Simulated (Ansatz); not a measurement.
Crystal: CoO.

```
Co O
1.0
     2.57053    0.00000    0.00000
     0.00000    2.57053    0.00000
     0.00000    0.00000    2.57053
Co O
1 1
Direct
  0.00000 0.00000 0.00000
  0.50000 0.50000 0.50000
```

Measurements of this composition are mostly on another form, of space group No. 225.

Base run:

```yaml
Program: Ansatz 0.2.0
Functional: LDA
Potentials_or_basis: Ansatz PAW
Cutoff: "420 eV (not typed: the program's choice for these potentials)"
k_mesh: 7 × 7 × 7
Occupations: gaussian, width 0.05 eV
Spin: no spin polarisation
Hubbard_terms: Co d U = 4 eV
```

Its results: band gap on the k mesh none (metal or under the smearing width); pressure -21.6 GPa.

The run is repeated on the same cell with these changes: spin from no spin polarisation to collinear spin, random start; hubbard terms from Co d U = 4 eV to none; hubbard projectors from ortho-atomic (the default) to none. What comes out?

Band gap on the k mesh none (metal or under the smearing width); pressure -8.5 GPa; net moment 3.00 μB per cell; site moments Co +2.45; O +0.50 μB.

Several settings changed at once, so the effect can't be laid on one alone.

Caveats: the PAW data sets come from PBE, with cores solved anew for the run's functional, which leaves a small shift of forces and pressure; an odd number of electrons without spin polarisation forces a metal (some runs); a magnetic or distorted state may lie lower (some runs); U without spin polarisation on a metal has little footing (some runs); a cell with one magnetic atom can't hold antiferromagnetic order, which such compounds often take (some runs); semilocal functionals often make such compounds metallic where correlation or magnetic order opens a gap, which also shifts bond lengths (some runs).
